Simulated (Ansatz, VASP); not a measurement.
## Two plane-wave programs on C

```
CELL_PARAMETERS angstrom
3.42135 0.00000 0.00000
0.00000 3.42135 0.00000
0.00000 0.00000 3.23070
ATOMIC_POSITIONS crystal
C 0.00000 0.28147 0.62696
C 0.28147 0.00000 0.37304
C 0.71853 0.00000 0.37304
C 0.00000 0.71853 0.62696
C 0.00000 0.00000 0.00000
```

Alike in both runs: functional PBE; k mesh 6 × 6 × 6; occupations gaussian, width 0.1 eV; no spin polarisation.

Ansatz relaxed the structure, and its values are those at the end. VASP's run is a single point on that final structure, the one shown.

|  | VASP | Ansatz |
| --- | --- | --- |
| version | VASP 6.6.1 | Ansatz 0.2.0 |
| potentials or method | VASP PAW PBE potentials, release 64 (C) | scalar-relativistic, plane waves, PAW |
| plane-wave cutoff (eV) | 520 | 420 |
| valence electrons in the cell | 20 | 20 |

```tsv
	VASP	Ansatz	Ansatz less VASP
gap on the k mesh at the Fermi level (eV)	1.86	1.87	+0.010
least direct gap on the mesh (eV)	2.11	2.12	+0.009
pressure (GPa)	0.7	0.3	-0.47
rms of the force components (eV/Å)	0.038	0.019	-0.0188
```
